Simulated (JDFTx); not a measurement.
# RbCl under changes of volume

One of the cells (35.094 Å³/atom); the others are scaled copies at fixed shape and fractional positions:

```
Rb Cl
1.0
     0.00000    3.27400    3.27400
     3.27400    0.00000    3.27400
     3.27400    3.27400    0.00000
Rb Cl
1 1
Direct
  0.00000 0.00000 0.00000
  0.50000 0.50000 0.50000
```

| Item | Value |
| --- | --- |
| Program | JDFTx 1.7.0 (patched build) |
| Functional | PBEsol |
| Potentials or basis | PseudoDojo-SR-PBEsol-0.4.1-standard with smoothed tails |
| Cutoff | 789 eV |
| Density cutoff | 6313 eV |
| k mesh | 7 × 7 × 7 |
| Occupations | fermi-dirac, width 0.05 eV |
| Spin | no spin polarisation |

| volume (Å³/atom) | energy over the lowest point (meV/atom) | pressure (GPa) | gap on the mesh (eV) |
| --- | --- | --- | --- |
| 32.989 | 6.89 | 1.1 | 5.08 |
| 33.690 | 2.83 | 0.7 | 5.01 |
| 34.392 | 0.60 | 0.3 | 4.95 |
| 35.094 | 0.00 | 0.0 | 4.89 |
| 35.796 | 0.83 | -0.4 | 4.83 |
| 36.498 | 2.93 | -0.6 | 4.78 |
| 37.200 | ? | ? | ? |

What does the run at 37.200 Å³/atom give?

Energy over the lowest point 6.15 meV/atom; pressure -0.9 GPa; gap on the mesh 4.72 eV.

Worked out: A Birch-Murnaghan fit of order 3 (a polynomial in V^(-2/3)) to the other rows has its minimum at 35.02 Å³/atom with B0 = V·E''(V) = 16.5 GPa and B' = 5.2. It gives 6.15 meV/atom at 37.200 Å³/atom, against the run's 6.15, and -dE/dV = -0.9 GPa, against -0.9. A straight line through the other rows of the gap, of slope -2.97 eV per unit of ln V (its deformation potential), extrapolates to 4.72 eV, against the run's 4.72.

Energies are extrapolated to zero smearing.

Caveats: an odd mesh through Γ misses points on the zone boundary, where band edges often lie (some runs). Spin-orbit coupling on Rb is left out.
